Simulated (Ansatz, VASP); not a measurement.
One calculation of B, two programs

```
B
1.0
     2.92641    0.00000    0.00000
    -1.46320    2.53434    0.00000
     0.00000    0.00000    2.87904
B
3
Direct
  0.00000 0.00000 0.00000
  0.33333 0.66667 0.50000
  0.66667 0.33333 0.50000
```

Alike in both runs: task single point; functional PBEsol; k mesh 14 × 14 × 13; occupations fermi-dirac, width 0.1 eV; no spin polarisation.

|  | VASP | Ansatz |
| --- | --- | --- |
| version | VASP 6.6.1 | Ansatz 0.2.0 |
| potentials or method | VASP PAW PBE potentials, release 64 (B) | plane waves (420 eV) with PAW, scalar-relativistic |
| plane-wave cutoff (eV) | 520 | 420 |
| valence electrons in the cell | 9 | 9 |

|  | VASP | Ansatz | Ansatz less VASP |
| --- | --- | --- | --- |
| pressure (GPa) | -15.6 | -15.7 | -0.19 |
| largest component of the traceless stress (GPa) | 5.37 | 5.54 | +0.173 |

Ansatz warned: «pseudo_functional_mismatch».

Caveats: so large a pressure means that the cell lies far from this level's equilibrium, or that cutoff or potentials fall short (VASP); the potentials were made for another functional, which shifts forces and pressure (VASP).
